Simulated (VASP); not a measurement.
# Si (Fd-3m) in VASP: further runs, part 2 of 2

VASP 6.6.1.

**3. Single point, PBE (all atoms moved at random, cell strained at random)**

The input, INCAR:

```
SYSTEM = Si
  PREC = Accurate
  ENCUT = 520
  EDIFF = 1E-7
  ISMEAR = 0
  SIGMA = 0.02
  LREAL = .FALSE.
  LASPH = .TRUE.
  NELM = 100
  ALGO = Fast
  ISIF = 2
  LWAVE = .FALSE.
  LCHARG = .FALSE.
  GGA = PE
  NBANDS = 11
```

The input, KPOINTS:

```
Automatic mesh
0
G
  10 10 10
  0 0 0
```

The input, POSCAR:

```
Si
1.0
    0.0147721568      2.8323709835      2.7734995939
    2.8322623647     -0.0669906449      2.8552623956
    2.7921277181      2.8739991386     -0.0268559983
Si
2
Direct
    0.4215200315      0.5394149079      0.5193115741
    0.8284799685      0.7105850921      0.7306884259
```

Potentials or basis: VASP PAW PBE potentials, release 64 (Si).

Started as:

```bash
cat potpaw_PBE.64/Si/POTCAR > POTCAR
mpirun -np 1 vasp_std > vasp.out
```

OUTCAR:

```text
SYSTEM = Si
   PREC = Accurate
   ENCUT = 520
   EDIFF = 1E-7
   ISMEAR = 0
   LREAL = .FALSE.
   LASPH = .TRUE.
   NELM = 100
   ISIF = 2
   GGA = PE

 ion  position               nearest neighbor table
   1  0.422  0.539  0.519-   2 1.91   2 2.61   2 2.62   2 2.81
   2  0.828  0.711  0.731-   1 1.91   1 2.61   1 2.62   1 2.81

  LATTYP: Found a triclinic cell.
 ALAT       =     4.0222781103
 B/A-ratio  =     1.4063988730
 C/A-ratio  =     2.2056096097
 COS(alpha) =     0.0061878417
 COS(beta)  =     0.6637497550
 COS(gamma) =     0.7168519848

  Lattice vectors:

 A1 = (  -2.8322623647,   0.0669906449,  -2.8552623956)
 A2 = (  -0.0549068034,   0.1086188000,  -5.6556179878)
 A3 = (  -8.4017456441,  -2.8486366488,  -0.0280508051)

Analysis of symmetry for initial positions (statically):
=====================================================================
 Subroutine PRICEL returns:
 Original cell was already a primitive cell.

 Routine SETGRP: Setting up the symmetry group for a
 triclinic supercell.

 Subroutine GETGRP returns: Found  2 space group operations
 (whereof  1 operations were pure point group operations)
[... 179 lines left out ...]
      2       2.4342      2.00000
      3       5.1571      0.00000
      4       5.5236      0.00000
      5       5.6032      0.00000
      6       6.1585      0.00000
      7       6.2106      0.00000
      8       9.0103      0.00000
      9      11.5236      0.00000
     10      12.2583      0.00000
     11      12.7523      0.00000
[... 309 lines left out ...]
 k-point    24 :      -0.3000    0.2000    0.0000
  band No.  band energies     occupation
      1      -5.2350      2.00000
      2      -1.7619      2.00000
      3       1.7191      2.00000
      4       3.3384      2.00000
      5       7.2592      0.00000
      6       8.7921      0.00000
      7       9.0364      0.00000
      8       9.5604      0.00000
      9      11.0083      0.00000
     10      13.3796      0.00000
     11      14.7790      0.00000

 [... further k-points ...]

------------------------ aborting loop because EDIFF is reached ----------------------------------------

  FORCE on cell =-STRESS in cart. coord.  units (eV):
  Direction    XX          YY          ZZ          XY          YZ          ZX
  --------------------------------------------------------------------------------------
  -------------------------------------------------------------------------------------
  Total        1.9829990      1.7190345      2.5898002     -4.8231730      5.3702602     -5.0595682
  in kB       69.4156161     60.1754393     90.6569150   -168.8369566    187.9879481   -177.1120596
  external PRESSURE =      73.4159901 kB  Pullay stress =       0.0000000 kB

 VOLUME and BASIS-vectors are now :
 -----------------------------------------------------------------------------
  energy-cutoff  :      520.00
  volume of cell :       45.77
      direct lattice vectors                 reciprocal lattice vectors
     0.014772157  2.832370984  2.773499594    -0.179250976  0.175844730  0.181932751
     2.832262365 -0.066990645  2.855262396     0.175818098 -0.169203651  0.171858795
     2.792127718  2.873999139 -0.026855998     0.180752813  0.170705489 -0.175291672

 POSITION                                       TOTAL-FORCE (eV/Angst)
 -----------------------------------------------------------------------------------
      2.98398      2.65027      2.69531        -5.990314      6.047133      6.236903
      4.06498      4.39896      4.30707         5.990314     -6.047133     -6.236903
 -----------------------------------------------------------------------------------
    total drift:                               -0.000000     -0.000000     -0.000000

  FREE ENERGIE OF THE ION-ELECTRON SYSTEM (eV)
  ---------------------------------------------------
  free  energy   TOTEN  =        -8.4373512441 eV

  energy  without entropy=       -8.4372159669  energy(sigma->0) =       -8.43728361
```

OSZICAR:

```text
N       E                     dE             d eps       ncg     rms          rms(c)
DAV:   1     0.110707629771E+02    0.11071E+02   -0.32386E+03 11088   0.581E+02
DAV:   2    -0.812343993768E+01   -0.19194E+02   -0.18632E+02 14321   0.854E+01
DAV:   3    -0.874663647418E+01   -0.62320E+00   -0.62135E+00 14365   0.141E+01
DAV:   4    -0.875223783800E+01   -0.56014E-02   -0.56001E-02 13474   0.165E+00
DAV:   5    -0.875230737509E+01   -0.69537E-04   -0.69536E-04 14343   0.171E-01    0.514E+00
RMM:   6    -0.850024328932E+01    0.25206E+00   -0.13155E-01 11150   0.158E+00    0.303E+00
RMM:   7    -0.843832367571E+01    0.61920E-01   -0.15931E-01 11710   0.193E+00    0.681E-01
RMM:   8    -0.843682392880E+01    0.14997E-02   -0.16015E-02 11943   0.866E-01    0.102E-01
RMM:   9    -0.843725326087E+01   -0.42933E-03   -0.32878E-03 13539   0.382E-01    0.895E-02
RMM:  10    -0.843733821997E+01   -0.84959E-04   -0.67131E-04 12469   0.185E-01    0.228E-02
RMM:  11    -0.843734618492E+01   -0.79650E-05   -0.20699E-04 13854   0.985E-02    0.362E-02
RMM:  12    -0.843735134834E+01   -0.51634E-05   -0.43737E-05 13646   0.459E-02    0.103E-02
RMM:  13    -0.843735119331E+01    0.15503E-06   -0.76155E-06 13095   0.199E-02    0.253E-03
RMM:  14    -0.843735124250E+01   -0.49193E-07   -0.14552E-06 13303   0.814E-03    0.425E-03
RMM:  15    -0.843735124409E+01   -0.15875E-08   -0.31479E-07 11732   0.400E-03
   1 F= -.84373512E+01 E0= -.84372836E+01  d E =-.135277E-03
```

Wall time 4.5 min (1 thread of Intel Xeon Platinum 8488C (Sapphire Rapids), shared host); peak memory 0.31 GiB.

What came out:

* Free energy: -8.4374 eV
* Pressure: 7.3 GPa
* Largest force: 10.552 eV/Å
* Band gap on the k mesh: none (metal or under the smearing width)

Forces in eV/Å, atoms in the order of the input:
```
Si  -5.990  6.047  6.237
Si   5.990 -6.047 -6.237
```

Caveat: forces of over 1 eV/Å show positions far from the minimum, so gaps and moduli don't describe the material at rest.

**4. Single point, PBE**

The input, INCAR:

```
SYSTEM = Si
PREC = Accurate
ENCUT = 520
EDIFF = 1E-6
ISMEAR = 0
SIGMA = 0.02
LREAL = .False.
LASPH = .True.
NELM = 100
ALGO = Fast
ISIF = 2
LWAVE = .False.
LCHARG = .False.
GGA = PE
NBANDS = 11
```

The input, KPOINTS:

```
regular mesh
0
Gamma
  10 10 10
  0 0 0
```

The input, POSCAR:

```
Si
1.0
    0.0000000000      2.7348812218      2.7348812218
    2.7348812218      0.0000000000      2.7348812218
    2.7348812218      2.7348812218      0.0000000000
Si
2
Direct
    0.5000000000      0.5000000000      0.5000000000
    0.7500000000      0.7500000000      0.7500000000
```

Potentials or basis: VASP PAW PBE potentials, release 64 (Si).

Started as:

```bash
cat potpaw_PBE.64/Si/POTCAR > POTCAR
mpirun -np 1 vasp_std > vasp.out
```

OUTCAR:

```text
SYSTEM = Si
   PREC = Accurate
   ENCUT = 520
   EDIFF = 1E-6
   ISMEAR = 0
   LREAL = .False.
   LASPH = .True.
   NELM = 100
   ISIF = 2
   GGA = PE

 ion  position               nearest neighbor table
   1  0.500  0.500  0.500-   2 2.37   2 2.37   2 2.37   2 2.37
   2  0.750  0.750  0.750-   1 2.37   1 2.37   1 2.37   1 2.37

  LATTYP: Found a face centered cubic cell.
 ALAT       =     5.4697624436

  Lattice vectors:

 A1 = (   0.0000000000,   2.7348812218,   2.7348812218)
[... 526 lines left out ...]

------------------------ aborting loop because EDIFF is reached ----------------------------------------

  FORCE on cell =-STRESS in cart. coord.  units (eV):
  Direction    XX          YY          ZZ          XY          YZ          ZX
  --------------------------------------------------------------------------------------
  -------------------------------------------------------------------------------------
  Total       -0.0154902     -0.0154902     -0.0154902      0.0000000      0.0000000      0.0000000
  in kB       -0.6066273     -0.6066273     -0.6066273      0.0000000      0.0000000      0.0000000
  external PRESSURE =      -0.6066273 kB  Pullay stress =       0.0000000 kB

 VOLUME and BASIS-vectors are now :
 -----------------------------------------------------------------------------
  energy-cutoff  :      520.00
  volume of cell :       40.91
      direct lattice vectors                 reciprocal lattice vectors
     0.000000000  2.734881222  2.734881222    -0.182823296  0.182823296  0.182823296
     2.734881222  0.000000000  2.734881222     0.182823296 -0.182823296  0.182823296
     2.734881222  2.734881222  0.000000000     0.182823296  0.182823296 -0.182823296

 POSITION                                       TOTAL-FORCE (eV/Angst)
 -----------------------------------------------------------------------------------
      2.73488      2.73488      2.73488        -0.000000     -0.000000     -0.000000
      4.10232      4.10232      4.10232         0.000000      0.000000      0.000000
 -----------------------------------------------------------------------------------
    total drift:                                0.000000     -0.000000     -0.000000

  FREE ENERGIE OF THE ION-ELECTRON SYSTEM (eV)
  ---------------------------------------------------
  free  energy   TOTEN  =       -10.8492017619 eV

  energy  without entropy=      -10.8492017619  energy(sigma->0) =      -10.84920176
```

OSZICAR:

```text
N       E                     dE             d eps       ncg     rms          rms(c)
DAV:   1     0.930637458796E+01    0.93064E+01   -0.33179E+03  1034   0.589E+02
DAV:   2    -0.104049450824E+02   -0.19711E+02   -0.18742E+02  1365   0.881E+01
DAV:   3    -0.110125764125E+02   -0.60763E+00   -0.60630E+00  1332   0.137E+01
DAV:   4    -0.110170523293E+02   -0.44759E-02   -0.44755E-02  1244   0.148E+00
DAV:   5    -0.110170977782E+02   -0.45449E-04   -0.45448E-04  1333   0.136E-01    0.475E+00
RMM:   6    -0.109012854080E+02    0.11581E+00   -0.36671E-02  1038   0.909E-01    0.288E+00
RMM:   7    -0.108475364441E+02    0.53749E-01   -0.83195E-02  1137   0.149E+00    0.180E-01
RMM:   8    -0.108489797591E+02   -0.14433E-02   -0.46406E-03  1109   0.447E-01    0.729E-02
RMM:   9    -0.108491486808E+02   -0.16892E-03   -0.65507E-04  1186   0.167E-01    0.768E-02
RMM:  10    -0.108491988619E+02   -0.50181E-04   -0.13024E-04  1140   0.790E-02    0.108E-02
RMM:  11    -0.108492012165E+02   -0.23546E-05   -0.28039E-05  1217   0.389E-02    0.136E-02
RMM:  12    -0.108492017619E+02   -0.54541E-06   -0.49740E-06  1137   0.171E-02
   1 F= -.10849202E+02 E0= -.10849202E+02  d E =-.612729E-17
```

stdout:

```text
POSCAR found type information on POSCAR Si
 POSCAR found :  1 types and       2 ions
 scaLAPACK will be used
 LDA part: xc-table for (Slater+PW92), standard interpolation
 POSCAR, INCAR and KPOINTS ok, starting setup
 FFT: planning ... GRIDC
 FFT: planning ... GRID_SOFT
 FFT: planning ... GRID
 WAVECAR not read
 entering main loop
```

It took 15 s on 1 thread of Intel Xeon Platinum 8488C (Sapphire Rapids), shared host; peak memory 0.15 GiB.

Results:

```yaml
Free_energy: -10.8492 eV
Pressure: -0.1 GPa
Band_gap_on_the_k_mesh: 0.62 eV, indirect (least direct gap 2.56 eV)
```

**5. Summary**

```tsv
level	cell	gap on the mesh (eV)	pressure (GPa)
PBEsol	functional PBEsol, strained and moved within the space group	0.38	5.1
PBE	all atoms moved at random, cell strained at random	none	7.3
PBE	as given	0.62	-0.1
```

Alike in all rows: task single point; potentials or basis VASP PAW PBE potentials, release 64 (Si); no spin polarisation; k mesh 10 × 10 × 10; cutoff (eV) 520; smearing gaussian 0.02 eV.

Caveats: the PAW data sets were made with another functional, which shifts forces and pressure a little (some runs); forces of over 1 eV/Å show positions far from the minimum, so gaps and moduli don't describe the material at rest (some runs).

Absolute energies hang on the potentials; compare differences alone.
